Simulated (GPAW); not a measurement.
# MnO (F-43m) in GPAW: single point with LDA

Aim: the single point of MnO with LDA.

Everything below comes from runs of GPAW 26.7.0. Logs are shortened: lines on timing, memory, paths and dates and some standing lists are left out, and cuts for length are marked. The log counts tension as positive stress, the text compression.

**1. The structure**

The structure is cubic, space group F-43m (No. 216). The conventional cell has a = 4.873 Å, b = 4.873 Å, c = 4.873 Å, α = 90.00°, β = 90.00°, γ = 90.00°. Mn (site symmetry -43m) has 4 O at 2.11 Å as nearest neighbours. O (site symmetry -43m) is surrounded by 4 Mn at 2.11 Å.

Measurements of this composition are mostly on another form, of space group No. 225.

**2. Single point, LDA, collinear spin, ferromagnetic start**

run.py reads:

```python
from ase.dft.bandgap import bandgap
from ase.io import read, write
from ase.units import GPa
from gpaw import GPAW, PW

atoms = read('MnO.xyz')
atoms.set_initial_magnetic_moments([5.0, 0.0])

calc = GPAW(mode=PW(600),
            xc='LDA',
            kpts={'size': (8, 8, 8), 'gamma': True},
            occupations={'name': 'fermi-dirac', 'width': 0.05},
            nbands=21,
            maxiter=120,
            txt='gpaw.txt')
atoms.calc = calc
energy = atoms.get_potential_energy()
forces = atoms.get_forces()
stress = atoms.get_stress()
calc.write('gs.gpw')
write('result.traj', atoms)
print(f'Energy: {energy:.6f} eV')
print('Forces (eV/A):')
print(forces.round(4))
print('Stress (GPa):', (stress / GPa).round(3))
print('Moments:', calc.get_magnetic_moments().round(3))
print('Fermi level:', round(calc.get_fermi_level(), 4), 'eV')
print(f'Gap: {bandgap(calc)[0]:.4f} eV, direct: {bandgap(calc, direct=True)[0]:.4f} eV')
```

MnO.xyz reads:

```xyz
2
Lattice="0.0000000000 2.4365134300 2.4365134300 2.4365134300 0.0000000000 2.4365134300 2.4365134300 2.4365134300 0.0000000000" Properties=species:S:1:pos:R:3 pbc="T T T"
Mn     0.0000000000      0.0000000000      0.0000000000
O      1.2182567150      1.2182567150      1.2182567150
```

Potentials or basis: the program's PAW data sets (release 1.2.1) made for this functional, pw.

Command:

```sh
OMP_NUM_THREADS=1 python run.py
```

gpaw.txt:

```text
__  _  _
 | _ |_)|_||  |
 |__||  | ||/\| - 26.7.0

Input parameters:
  mode=PW(ecut=600.0),
  kpts=MonkhorstPack(size=(8, 8, 8), gamma=True),
  maxiter=120,
  nbands=21,
  occupations=Occupations(name='fermi-dirac', width=0.05),
  xc=XC(name='LDA')

Diagonalizing LCAO Hamiltonian
Converting LCAO to pw mode

           O

       Mn

Atoms  # Å, Bohr magnetons
|   | symbol |        x |        y |        z |    initial magnetic moments |
|---|--------|----------|----------|----------|-----------------------------|
| 0 |     Mn | 0.000000 | 0.000000 | 0.000000 | ( 0.0000,  0.0000,  5.0000) |
| 1 |      O | 1.218257 | 1.218257 | 1.218257 | ( 0.0000,  0.0000,  0.0000) |

Unit cell  # Å
| periodic |        x |        y |        z |  lengths |    angles |
|----------|----------|----------|----------|----------|-----------|
|      yes | 0.000000 | 2.436513 | 2.436513 | 3.445750 | 60.000000 |
|      yes | 2.436513 | 0.000000 | 2.436513 | 3.445750 | 60.000000 |
|      yes | 2.436513 | 2.436513 | 0.000000 | 3.445750 | 60.000000 |

Number of symmetries: 24
Symmetry operations  # r_c * U_cc + t_c -> r_c
|    | kind |            matrix            |
|----|------|------------------------------|
|  0 |  E   |  1, 0, 0,  0, 1, 0,  0, 0, 1 |
|  1 |  σ   |  1, 0, 0,  0, 0, 1,  0, 1, 0 |
|  2 |  σ   |  1, 0,-1,  0, 1,-1,  0, 0,-1 |
|  3 |  C3  |  1, 0,-1,  0, 0,-1,  0, 1,-1 |
|  4 |  C3  |  1,-1, 0,  0,-1, 1,  0,-1, 0 |
|  5 |  σ   |  1,-1, 0,  0,-1, 0,  0,-1, 1 |
|  6 |  σ   |  0, 1, 0,  1, 0, 0,  0, 0, 1 |
|  7 |  C3  |  0, 1, 0,  0, 0, 1,  1, 0, 0 |
|  8 |  C2  |  0, 1,-1,  1, 0,-1,  0, 0,-1 |
|  9 |  S4  |  0, 1,-1,  0, 0,-1,  1, 0,-1 |
| 10 |  C3  |  0, 0, 1,  1, 0, 0,  0, 1, 0 |
| 11 |  σ   |  0, 0, 1,  0, 1, 0,  1, 0, 0 |
| 12 |  S4  |  0, 0,-1,  1, 0,-1,  0, 1,-1 |
| 13 |  C3  |  0, 0,-1,  0, 1,-1,  1, 0,-1 |
| 14 |  S4  |  0,-1, 1,  1,-1, 0,  0,-1, 0 |
| 15 |  C2  |  0,-1, 1,  0,-1, 0,  1,-1, 0 |
| 16 |  C3  |  0,-1, 0,  1,-1, 0,  0,-1, 1 |
| 17 |  S4  |  0,-1, 0,  0,-1, 1,  1,-1, 0 |
| 18 |  S4  | -1, 1, 0, -1, 0, 1, -1, 0, 0 |
| 19 |  C3  | -1, 1, 0, -1, 0, 0, -1, 0, 1 |
| 20 |  C3  | -1, 0, 1, -1, 1, 0, -1, 0, 0 |
| 21 |  S4  | -1, 0, 1, -1, 0, 0, -1, 1, 0 |
| 22 |  σ   | -1, 0, 0, -1, 1, 0, -1, 0, 1 |
| 23 |  C2  | -1, 0, 0, -1, 0, 1, -1, 1, 0 |

BZ-sampling:
  Number of BZ points: 512
  Number of IBZ points: 29

  Monkhorst-Pack size: [8, 8, 8]
  Monkhorst-Pack shift: [0.0625, 0.0625, 0.0625]

K-points  # in reciprocal-cell coordinates
|     |                                coordinates |     weight |
|-----|--------------------------------------------|------------|
|   0 | (  0.00000000,   0.00000000,   0.00000000) | 0.00195312 |
|   1 | (  0.12500000,   0.12500000,   0.00000000) | 0.01171875 |
|   2 | (  0.12500000,   0.12500000,   0.12500000) | 0.01562500 |
|   3 | (  0.25000000,   0.12500000,   0.12500000) | 0.02343750 |
|   4 | (  0.25000000,   0.25000000,   0.00000000) | 0.01171875 |
|   5 | (  0.25000000,   0.25000000,   0.12500000) | 0.04687500 |
|   6 | (  0.25000000,   0.25000000,   0.25000000) | 0.01562500 |
|   7 | (  0.37500000,   0.25000000,  -0.37500000) | 0.04687500 |
|   8 | (  0.37500000,   0.25000000,   0.12500000) | 0.04687500 |
|   9 | (  0.37500000,   0.25000000,   0.25000000) | 0.04687500 |
| ... |                                            |            |
|  28 | (  0.50000000,   0.50000000,   0.50000000) | 0.00781250 |

Plane wave coefficients: 982
Cutoff: 600.0 eV

Spin-components: 2 (collinear spins)
Bands:           21
Projectors:      11
Spin-degeneracy: 1
Datatype:        complex128

Parallelization:
  kpt:    1
  domain: 1
  band:   1

Density:
  Valence electrons: 21.0
  Components: 2
  Grid points: [20 20 20]
  Charge: 0.0  # |e|

Potential:
  Grid points: [20 20 20]

species:
  Mn:
    name:    Manganese
    Z:       25.0
    valence: 15
    core:    10
    charge:  0.0  # [|e|]
    compensation charges:
      type: gauss
      rc: 0.38  # [Å]
      lmax: 2
    cutoffs:
      filter: 2.14  # [Å]
      core: 0.86  # [Å]
    projectors
    | kind |    occ | energy [eV] | rcut [Å] |
    |------|--------|-------------|----------|
    |   3s |  2.000 |     -85.387 |    1.275 |
    |   4s |  2.000 |      -5.282 |    1.275 |
    |   3p |  6.000 |     -54.493 |    1.281 |
    |   4p |  0.000 |      -1.471 |    1.281 |
    |   3d |  5.000 |      -7.009 |    1.138 |
    |    d |        |      20.203 |    1.138 |

    Using partial waves for Mn as LCAO basis

  O:
    name:    Oxygen
    Z:       8.0
    valence: 6
    core:    2
    charge:  0.0  # [|e|]
    compensation charges:
      type: gauss
      rc: 0.21  # [Å]
      lmax: 2
    cutoffs:
      filter: 1.17  # [Å]
      core: 0.83  # [Å]
    projectors
    | kind |    occ | energy [eV] | rcut [Å] |
    |------|--------|-------------|----------|
    |   2s |  2.000 |     -23.752 |    0.688 |
    |   2p |  4.000 |      -9.195 |    0.598 |
    |    s |        |       3.459 |    0.688 |
    |    p |        |      18.016 |    0.598 |
    |    d |        |       0.000 |    0.619 |

    Using partial waves for O as LCAO basis

Reference energy: -33483.380042  # eV

eigensolver:
  PPCG
  Converge bands: occupied
  niter=2

density mixing:
  MSR1-Mixer
  Pratt-step length: 0.05
  Maximum mixing coefficient: 0.75
  Old densities: 10
  SVD Regularization: 0.005
  Good broyden scale: 1.0
  Trust region scale: 1.0
  Backstep threshold: 4.0
  History deletion threshold: 6.0
  Fourier metric: weight=20.0, sigma=0.015

occupation numbers:
  Fermi-Dirac:
    width: 0.0500  # eV

poisson solver:
  ecut: 4800.0  # eV

xc functional:
  name: None

convergence criteria:
- Maximum [total energy] change in last 3 cyles: 0.0005 eV / valence electron
- Maximum integral of absolute [dens]ity change: 0.0001 electrons / valence electron
- Maximum integral of absolute [eigenst]ate change: 4e-08 eV^2 / valence electron
maximum number of iterations: 120

SCF iterations
|iter     | |      energy | eigst |  dens |  magmom |
|---------|-|-------------|-------|-------|---------|
|iter:   1| |  -19.547070 | +0.02 |       |  +5.0037|
|iter:   2| |  -19.147751 | -1.88 | -0.95 |  +5.0035|
|iter:   3| |  -18.219751 | -1.81 | -1.00 |  +5.0019|
|iter:   4| |  -18.220163 | -3.13 | -1.44 |  +4.9872|
|iter:   5| |  -18.223708c| -3.50 | -1.70 |  +4.9781|
|iter:   6| |  -18.224027c| -3.95 | -2.04 |  +4.9674|
|iter:   7| |  -18.224333c| -4.78 | -2.61 |  +4.9638|
|iter:   8| |  -18.224364c| -5.91 | -3.19 |  +4.9631|
|iter:   9| |  -18.224367c| -7.02 | -3.71 |  +4.9639|
|iter:  10| |  -18.224368c| -7.73c| -4.58c|  +4.9639|

Converged in 10 steps
Energy contributions relative to reference atoms: (reference = -33483.380042)

Energy contributions:
  Kinetic:          14.617061
  Coulomb:         -13.367834
  Zero:              0.217850
  External:          0.000000
  Xc:              -19.688756
  Entropy:          -0.005378
  Spinorbit:         0.000000
  ----------------------------
  Free energy:     -18.227057
  Extrapolated:    -18.224368

dipole moment: (-11.657271, -11.657271, -11.657271)  # |e|*Ang

Total magnetic moment: (0.000000, 0.000000, 4.963867)

Local magnetic moments
|        x |        y |        z |
|----------|----------|----------|
| 0.000000 | 0.000000 | 4.286292 |  # Mn   0
| 0.000000 | 0.000000 | 0.153639 |  # O    1

Fermi level: 4.919
Eigenvalues  # (at kpt = [0.000, 0.000, 0.000])
| band index |      eig [eV] | occ [0-1] |      eig [eV] | occ [0-1] |
|------------|---------------|-----------|---------------|-----------|
|          0 |       -75.867 |     1.000 |       -71.245 |     1.000 |
|        ... |               |           |               |           |
|          2 |       -45.014 |     1.000 |       -40.522 |     1.000 |
|          3 |       -45.014 |     1.000 |       -40.522 |     1.000 |
|          4 |       -14.131 |     1.000 |       -13.646 |     1.000 |
|          5 |        -0.821 |     1.000 |         0.478 |     1.000 |
|          6 |        -0.821 |     1.000 |         0.478 |     1.000 |
|          7 |        -0.821 |     1.000 |         0.478 |     1.000 |
|          8 |         2.344 |     1.000 |         4.617 |     0.998 |
|          9 |         2.344 |     1.000 |         6.280 |     0.000 |
|         10 |         3.478 |     1.000 |         6.280 |     0.000 |
|         11 |         4.989 |     0.197 |         8.135 |     0.000 |
|         12 |         4.989 |     0.197 |         8.135 |     0.000 |
|         13 |         4.989 |     0.197 |         8.135 |     0.000 |
|         14 |        16.401 |     0.000 |        17.692 |     0.000 |
|         15 |        16.401 |     0.000 |        17.692 |     0.000 |
|         16 |        16.401 |     0.000 |        17.692 |     0.000 |
|         17 |        21.450 |     0.000 |        22.229 |     0.000 |
|        ... |               |           |               |           |
|         20 |        21.535 |     0.000 |        22.902 |     0.000 |

No gap
No difference between direct/indirect transitions

Forces  # eV/Ang
|       x |       y |       z |
|---------|---------|---------|
| 0.00000 | 0.00000 | 0.00000 |  # Mn   0
| 0.00000 | 0.00000 | 0.00000 |  # O    1

Stress tensor  # eV/Ang^3
|        x |         y |         z |
|----------|-----------|-----------|
| 0.099696 |  0.000000 |  0.000000 |
| 0.000000 |  0.099696 | -0.000000 |
| 0.000000 | -0.000000 |  0.099696 |

# Writing to gs.gpw (mode='')
```

Wall time 17 s (1 thread of Arm Neoverse V2, shared host); peak memory 0.16 GiB.

What came out:

| Property | Result |
| --- | --- |
| Free energy | -18.2271 eV |
| Pressure | -16.0 GPa |
| Band gap on the k mesh | none (metal or under the smearing width) |
| Net moment | 4.96 μB per cell |
| Site moments | Mn +4.29; O +0.15 μB |

Caveat: the cutoff is short for stress and forces, so pressures can be off by a GPa or more; so large a pressure means that the cell lies far from this level's equilibrium, or that cutoff or potentials fall short; a cell with one magnetic atom can't hold antiferromagnetic order, which such compounds often take; semilocal functionals often make such compounds metallic where correlation or magnetic order opens a gap, which also shifts bond lengths.
